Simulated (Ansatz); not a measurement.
The system is SiO2.

```
Si O
1.0
    -4.47204    4.47204    2.61177
     4.47204   -4.47204    2.61177
     4.47204    4.47204   -2.61177
Si O
4 8
Cartesian
  2.8899 2.8899 2.6118
  2.8899 -2.8899 2.6118
  -2.8899 2.8899 2.6118
  1.5821 1.5821 0.0000
  7.0788 0.0000 0.0000
  0.0000 1.8653 0.0000
  0.0000 7.0788 0.0000
  1.8653 0.0000 0.0000
  2.2360 2.2360 -1.3059
  -2.2360 2.2360 1.3059
  2.2360 -2.2360 1.3059
  2.2360 2.2360 1.3059
```

The cell comes from a database or a generator and needn't be the stable form of this composition.

| Quantity | Value |
| --- | --- |
| Program | Ansatz 0.2.0 |
| Task | relaxation of cell and atoms |
| Functional | BLYP |
| Potentials or basis | Ansatz PAW |
| Cutoff | 420 eV (not typed: the program's choice for these potentials) |
| k mesh | 6 × 6 × 6 |
| Occupations | fermi-dirac, width 0.05 eV |
| Spin | no spin polarisation |

At the start: volume 17.41 Å³/atom.

Task: How do energy, volume and symmetry change on relaxing?

Result: It ends after 9 steps and the volume is 17.97 Å³/atom (+3.2 %); space group I4/mmm (No. 139, to 0.05 Å).

The path:
| step | energy change (eV) | largest force (eV/Å) | volume (Å³) |
| --- | --- | --- | --- |
| 1 | 0.0000 | 0.2132 | 208.93 |
| 2 | -0.0566 | 0.1321 | 212.03 |
| 3 | -0.0702 | 0.0420 | 215.24 |
| 4 | -0.0703 | 0.0659 | 215.25 |
| 5 | -0.0703 | 0.0112 | 215.32 |
| 6 | -0.0705 | 0.0001 | 215.27 |
| 7 | -0.0953 | 0.0002 | 215.27 |
| 8 | -0.0944 | 0.0003 | 215.58 |
| 9 | -0.0955 | 0.0003 | 215.58 |

Final structure:
```yaml
crystal:
  lattice:
    - [-4.51677, 4.51677, 2.64181]
    - [4.51677, -4.51677, 2.64181]
    - [4.51677, 4.51677, -2.64181]
  atoms:
    - { symbol: Si, position: [0.82305, 0.82305, 0.64610] }
    - { symbol: Si, position: [0.17695, 0.82305, 0.00000] }
    - { symbol: Si, position: [0.82305, 0.17695, 0.00000] }
    - { symbol: Si, position: [0.17695, 0.17695, 0.35390] }
    - { symbol: O, position: [0.00000, 0.79101, 0.79101] }
    - { symbol: O, position: [0.20899, 0.00000, 0.20899] }
    - { symbol: O, position: [0.79101, 0.00000, 0.79101] }
    - { symbol: O, position: [0.00000, 0.20899, 0.20899] }
    - { symbol: O, position: [0.00000, 0.00000, 0.50000] }
    - { symbol: O, position: [0.50000, 0.00000, 0.00000] }
    - { symbol: O, position: [0.00000, 0.50000, 0.00000] }
    - { symbol: O, position: [0.50000, 0.50000, 0.50000] }
```

Caveat: the plane-wave basis is chosen anew once the cell has moved, so the energies of steps on either side of that aren't comparable; the pressure holds a Pulay correction of +0.5 GPa for the finite cutoff; the PAW data sets come from PBE, with cores solved anew for the run's functional, which leaves a small shift of forces and pressure.
